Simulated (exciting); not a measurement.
Ba, 1 atom in the cell. It takes space group Fm-3m (No. 225, cubic). The conventional cell has a = 6.465 Å, b = 6.465 Å, c = 6.465 Å, α = 90.00°, β = 90.00°, γ = 90.00°. This isn't the form of Ba at room conditions, which is bcc.

| Quantity | Value |
| --- | --- |
| Program | exciting (release sodium) |
| Task | single point |
| Functional | PBEsol |
| Potentials or basis | all-electron LAPW+lo, shipped species files, valence relativity iora* |
| rgkmax | 9 |
| k mesh | 7 × 7 × 7 |
| Occupations | fermi-dirac, width 0.05 eV |
| Spin | no spin polarisation |
| gmaxvr (cutoff of density and potential) | 14 1/bohr |
| lmaxapw (and lmaxmat) | 10 |
| lmaxvr | 8 |
| nempty | 8 |
| Valence relativity | iora* |
| epsengy | 1e-05 Ha |
| epspot | 1e-05 Ha |
| maxscl | 60 |
| Muffin-tin radii | Ba 2.3 bohr |

Potentials or basis: all-electron LAPW+lo, shipped species files, valence relativity iora*.

Command:

```sh
$ OMP_NUM_THREADS=1 exciting_smp
```

Hardware: 1 thread of Intel(R) Xeon(R) Platinum 8559C (Emerald Rapids), on a shared host.

Estimate the wall time of this run.

It took 50 s on 1 thread of Intel(R) Xeon(R) Platinum 8559C (Emerald Rapids), on a shared host, peak memory 0.14 GiB. Counts: scf iterations 13, plane waves 471.
